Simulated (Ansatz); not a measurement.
**Does this entry for TiO2 lie near equilibrium?**

The cell is a structure deposited in the COD, taken as it stands.

Space group P2_1/c (No. 14); a = 4.5890, b = 4.8490, c = 4.7360 Å, β = 98.60°.

```
site  Wyckoff  site symmetry       x       y       z
  Ti       4e              1  0.3090  0.0450  0.2180
  O5       4e              1  0.0560  0.3470  0.2820
  O9       4e              1  0.4250  0.7270  0.4630
```

One atom of each set is listed.

All values are calculated (Ansatz; DFT, PBE, plane waves and PAW, scalar-relativistic, 420 eV cutoff, Γ-centred 7×6×7 k-points, Fermi–Dirac smearing 0.02 eV), not measured.

Task: Do the atoms and the cell lie near the calculated equilibrium?

Result: No. The largest force is 6.0 eV/Å, on atom 1 (Ti: 7 O at 1.82–2.27 Å), and the pressure is 33.6 GPa. Such values can come from a cell under pressure, imprecise or misplaced coordinates, missing atoms or a wrong setting of the space group; the run alone doesn't tell which, and gradients calculated on this entry can't be taken for those of the compound at ambient conditions.
